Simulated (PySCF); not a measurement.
**Peak assignment**

Molfile (atoms numbered from 1):
```
C6H8
     RDKit          3D

 14 14  0  0  0  0  0  0  0  0999 V2000
    1.3700    0.6838   -0.3171 C   0  0  0  0  0  0  0  0  0  0  0  0
    0.2060    1.3090   -0.5630 C   0  0  0  0  0  0  0  0  0  0  0  0
   -1.0925    0.5619   -0.4469 C   0  0  0  0  0  0  0  0  0  0  0  0
   -1.0239   -0.5360    0.6119 C   0  0  0  0  0  0  0  0  0  0  0  0
    0.2586   -1.3144    0.5272 C   0  0  0  0  0  0  0  0  0  0  0  0
    1.3851   -0.7175    0.1019 C   0  0  0  0  0  0  0  0  0  0  0  0
    2.3215    1.2061   -0.4495 H   0  0  0  0  0  0  0  0  0  0  0  0
    0.1945    2.3455   -0.9132 H   0  0  0  0  0  0  0  0  0  0  0  0
   -1.9251    1.2489   -0.2307 H   0  0  0  0  0  0  0  0  0  0  0  0
   -1.3206    0.1126   -1.4350 H   0  0  0  0  0  0  0  0  0  0  0  0
   -1.0866   -0.0837    1.6226 H   0  0  0  0  0  0  0  0  0  0  0  0
   -1.8961   -1.2024    0.5273 H   0  0  0  0  0  0  0  0  0  0  0  0
    0.2766   -2.3507    0.8778 H   0  0  0  0  0  0  0  0  0  0  0  0
    2.3326   -1.2632    0.0867 H   0  0  0  0  0  0  0  0  0  0  0  0
  1  2  2  0
  2  3  1  0
  3  4  1  0
  4  5  1  0
  5  6  2  0
  6  1  1  0
  1  7  1  0
  2  8  1  0
  3  9  1  0
  3 10  1  0
  4 11  1  0
  4 12  1  0
  5 13  1  0
  6 14  1  0
M  END
```

Rapidly exchanging positions averaged, a single conformation, no relativistic terms, in vacuum. J couplings at B3LYP/pcJ-1 (without the spin–dipole term); σ from GIAO-KT3/pcSseg-2; coordinates at the PBE0-D3(BJ)/def2-SVP level; PySCF.

Chemical shifts δ = σref − σ; TMS for 13C (181.31 ppm), 1H (31.35 ppm), all at this level.

(1) Assign these signals to the numbered atoms. 13C{1H} NMR (computed): δ 127.3, 126.3, 27.8.

(2) Assign these signals to the numbered atoms. 1H NMR (500 MHz, computed): δ 6.02 (m, 2H), 5.90 (m, 2H), 2.29 (m, 4H).

Results:

(1) 
127.3 → C2/C5, alkene CH: the olefinic region
126.3 → C1/C6, alkene CH
27.8 → C3/C4, allylic sp3 CH2: saturated and bonded to C and H only

C2/C5 and C1/C6 lie closer than the usual error of such a calculation, so a measured spectrum could show them in the other order.

(2) 
6.02 → H7/H14, hydrogen on an alkene CH: a vinylic proton, deshielded by the sp2 carbon and the C=C anisotropy
5.90 → H8/H13, hydrogen on an alkene CH
2.29 → H9/H10/H11/H12, hydrogen on an allylic sp3 CH2: allylic position

Multiplet labels drop couplings under 1 Hz and merge nearly equal ones. Couplings among chemically equivalent protons are left out too, so labels in AA′BB′ or AA′XX′ sets are apparent multiplicities. Unscaled 3J(H,H) at this level run about 10 % above measured values. Shifts are as computed, not scaled to solution data. Of 1211 compounds with measured shifts, 218 miss one by over three times the rms of a fit or turn the order of signals round; such compounds aren't used in these exercises.
